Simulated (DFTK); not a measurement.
The system is Au.

```xyz
1
Lattice="-0.0418 1.9535 2.1836 2.0213 0.0838 2.0581 2.1323 1.9389 -0.0272" Properties=species:S:1:pos:R:3 pbc="T T T"
Au    0.0000    0.0000    0.0000
```

This isn't the form of Au at room conditions, which is fcc.

Base run:

- Program: DFTK 0.8.2
- Functional: PBE
- Potentials or basis: dojo.nc.sr.pbe.v0_5.standard.upf (PBE)
- Cutoff: 1034 eV
- k mesh: 8 × 8 × 8
- Occupations: fermi-dirac, width 0.05 eV
- Spin: no spin polarisation

Its results: band gap on the k mesh none (metal or under the smearing width); pressure 10.1 GPa.

Q: After a change of settings the same cell gave: band gap on the k mesh none (metal or under the smearing width); pressure 10.6 GPa. Which change was it?
A. potentials or basis from dojo.nc.sr.pbe.v0_5.standard.upf (PBE) to cp2k.nc.sr.pbe.v0_1.semicore.gth (PBE, GTH); cutoff from 1034 eV to 1197 eV; valence electrons from 19 to 11
B. potentials or basis from dojo.nc.sr.pbe.v0_5.standard.upf (PBE) to SPMS 1.0 (PBE); cutoff from 1034 eV to 1225 eV
C. potentials or basis from dojo.nc.sr.pbe.v0_5.standard.upf (PBE) to cp2k.nc.sr.pbe.v0_1.largecore.gth (PBE, GTH); cutoff from 1034 eV to 1197 eV; valence electrons from 19 to 11

A: B.
